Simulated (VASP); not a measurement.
Here is a VASP 6.6.1 calculation.

Contents of INCAR:

```
SYSTEM = ZnCu2SnS4
  PREC = Accurate
  ENCUT = 600
  EDIFF = 1E-7
  ISMEAR = 0
  SIGMA = 0.03
  LREAL = .False.
  LASPH = .True.
  NELM = 80
  ALGO = Normal
  ISIF = 3
  LWAVE = .False.
  LCHARG = .False.
  IBRION = 2
  NSW = 90
  EDIFFG = -0.005
  KPAR = 4
```

Contents of KPOINTS:

```
Automatic mesh
0
Gamma
  10 10 10
  0 0 0
```

Contents of POSCAR:

```
ZnCu2SnS4                               
1.0
   -2.6622616591      2.6622616563      5.3184930925
    2.6622616591     -2.6622616563      5.3184930925
    2.6622616563      2.6622616591     -5.3184930925
  Zn              Cu              Sn              S             
     1     2     1     4
Direct
     0.2500000000000000    0.7500000000000000    0.5000000000000000
     0.0000000000000000    0.0000000000000000    0.0000000000000000
     0.7500000000000000    0.2500000000000000    0.5000000000000000
     0.5000000000000000    0.5000000000000000    0.0000000000000000
     0.3700707878075605    0.8991553611226956    0.0089503573779229
     0.1008446388773046    0.1097949962552275    0.4709154266848722
     0.8902050037447726    0.3611204304296447    0.9910496426220770
     0.6388795695703554    0.6299292121924395    0.5290845733151279
```

Potentials or basis: VASP PAW LDA potentials, release 64 (Zn, Cu, Sn_d, S).

The run is started by

```bash
$ cat potpaw_LDA.64/Zn/POTCAR potpaw_LDA.64/Cu/POTCAR potpaw_LDA.64/Sn_d/POTCAR potpaw_LDA.64/S/POTCAR > POTCAR
$ mpirun -np 4 vasp_std > vasp.out
```

(1) What does it give for the band gap on the k mesh?

## Answers

(1) 0.19 eV, direct.

Caveat: spin-orbit coupling is left out, which moves the levels of the heavy elements.
